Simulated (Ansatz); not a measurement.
# Acetic acid (C₂H₄O₂): how energies converge with the basis set

One table from this session's results is given with a row withheld; the runs are named, their logs left out.

Computed with Ansatz 0.2.0, Gaussian basis. Level: one geometry, several basis sets.

Plan: PBE0-D4/def2-SVP; ωB97M-V/def2-SVP; PBE0-D4/def2-QZVPP; ωB97M-V/def2-QZVPP; the functionals' def2-TZVPP values are taken from earlier runs.

## The geometry

The geometry comes from an earlier relaxation with PBE0-D4 in a triple-zeta def2 set; it is a stationary point, not always the lowest conformer.

SMILES `CC(=O)O`, 8 atoms, charge 0, spin multiplicity 1.

Atoms are counted from 1 here; the program's logs count them from 0.

Bond lengths: C1–C2 1.495 Å, C1–H5 1.092 Å, C1–H6 1.092 Å, C1–H7 1.087 Å, C2–O3 1.200 Å, C2–O4 1.346 Å, O4–H8 0.967 Å. Angles: C2–C1–H5 109.8°, C2–C1–H6 109.8°, C2–C1–H7 109.6°, H5–C1–H6 107.3°, H5–C1–H7 110.2°, H6–C1–H7 110.2°, C1–C2–O3 126.0°, C1–C2–O4 111.6°, O3–C2–O4 122.4°, C2–O4–H8 106.5°.

Set-up of the first run:

The input, in.yaml:

```yaml
crystal:
  periodic: [false, false, false]
  atoms:
    - {symbol: C, position_ang: [-0.014489, 0.930101, -0.238760]}
    - {symbol: C, position_ang: [0.292454, -0.474369, 0.172418]}
    - {symbol: O, position_ang: [1.373311, -0.900890, 0.472450]}
    - {symbol: O, position_ang: [-0.812358, -1.243919, 0.171807]}
    - {symbol: H, position_ang: [-0.453360, 0.934536, -1.238267]}
    - {symbol: H, position_ang: [-0.751846, 1.361029, 0.441119]}
    - {symbol: H, position_ang: [0.897024, 1.521407, -0.226951]}
    - {symbol: H, position_ang: [-0.530725, -2.127895, 0.446175]}
basis:
  gaussian: {orbitals: def2-SVP}
hamiltonian: {xc: pbe0, dispersion: d4}
output: {orbitals: {seedname: orbitals}}
```

Among the steps run: PBE0-D4 in def2-SVP; ωB97M-V in def2-SVP; PBE0-D4 in def2-QZVPP; ωB97M-V in def2-QZVPP.

One table of the session follows, with a row left open; its other results are not shown here.

It belongs to the step «Density functionals: the series». 

```
functional       basis  HOMO (eV)  LUMO (eV)
   PBE0-D4    def2-SVP          ?          ?
   PBE0-D4  def2-TZVPP      -8.12       0.25
   PBE0-D4  def2-QZVPP      -8.17       0.16
   ωB97M-V    def2-SVP     -10.36       2.88
   ωB97M-V  def2-TZVPP     -10.57       2.44
   ωB97M-V  def2-QZVPP     -10.62       1.75
```

Q: Estimate the row for PBE0-D4, def2-SVP from the others.

**Answer.** HOMO (eV): -7.93; LUMO (eV): 0.50. In the column «HOMO (eV)» it is the highest.
